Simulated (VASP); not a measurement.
Input of a VASP 6.6.1 run:

Contents of INCAR:

```
SYSTEM = Bi
  PREC = Accurate
  ENCUT = 520
  EDIFF = 1E-6
  ISMEAR = 0
  SIGMA = 0.01
  LREAL = .FALSE.
  LASPH = .TRUE.
  NELM = 100
  ALGO = Normal
  ISIF = 2
  LWAVE = .FALSE.
  LCHARG = .FALSE.
  LDIPOL = .TRUE.
  IDIPOL = 3
  DIPOL = 0.5 0.5 0.344
  GGA = PE
  NBANDS = 22
```

KPOINTS

```
regular mesh
0
G
  6 6 1
  0 0 0
```

POSCAR

```
Bi
1.0
    4.3148968673      0.0000000000      0.0000000000
   -2.1574484337      3.7368103018      0.0000000000
    0.0000000000      0.0000000000     27.0530695984
Bi
2
Direct
    0.3333333333      0.6666666667      0.3127438476
    0.6666666667      0.3333333333      0.3757745008
```

Potentials or basis: VASP PAW PBE potentials, release 64 (Bi_d).

Run with:

```bash
$ cat potpaw_PBE.64/Bi_d/POTCAR > POTCAR
$ mpirun -np 1 vasp_std > vasp.out
```

Q: Predict the band gap on the k mesh.

A: 0.58 eV, direct.

Q: Estimate the largest force.

A: 0.239 eV/Å.

Forces in eV/Å, atoms in the order of the input:
```
Bi   0.000  0.000 -0.239
Bi   0.000  0.000  0.239
```

Caveat: spin-orbit coupling is left out, which as a rule narrows the gap of such compounds by several tenths of an eV.
